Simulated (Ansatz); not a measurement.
Crystal: Ta2N.

```
CELL_PARAMETERS angstrom
3.11286 0.00000 0.00000
-1.55643 2.69582 0.00000
0.00000 0.00000 4.86984
ATOMIC_POSITIONS crystal
Ta 0.33333 0.66667 0.25471
Ta 0.66667 0.33333 0.74529
N 0.00000 0.00000 0.00000
```

The cell comes from a database or a generator and needn't be the stable form of this composition.

Program: Ansatz 0.2.0. Alike in all runs: potentials or basis Ansatz PAW; cell as given; k mesh 10 × 10 × 6.

Task: Order these runs on this cell by their pressure, lowest first.
A. level LDA; spin SOC, no magnetisation; cutoff (eV) 420; smearing cold 0.01 eV
B. level PBE; spin off; cutoff (eV) 420; smearing fermi-dirac 0.05 eV; points for each segment of the path 14
C. level r2SCAN; spin off; cutoff (eV) 500; smearing fermi-dirac 0.05 eV; points for each segment of the path 14
D. level revPBE; spin off; cutoff (eV) 420; smearing fermi-dirac 0.05 eV; points for each segment of the path 14
E. level PBEsol; spin SOC, no magnetisation; cutoff (eV) 420; smearing fermi-dirac 0.05 eV; points for each segment of the path 14

Result: A (-14.8 GPa), E (-9.5 GPa), C (-5.3 GPa), B (-1.3 GPa), D (1.5 GPa).

Caveats: the PAW data sets come from PBE, with cores solved anew for the run's functional, which leaves a small shift of forces and pressure (some runs); the potentials were made for another functional, which shifts forces and pressure (some runs).

Not every run made on this cell is shown here.
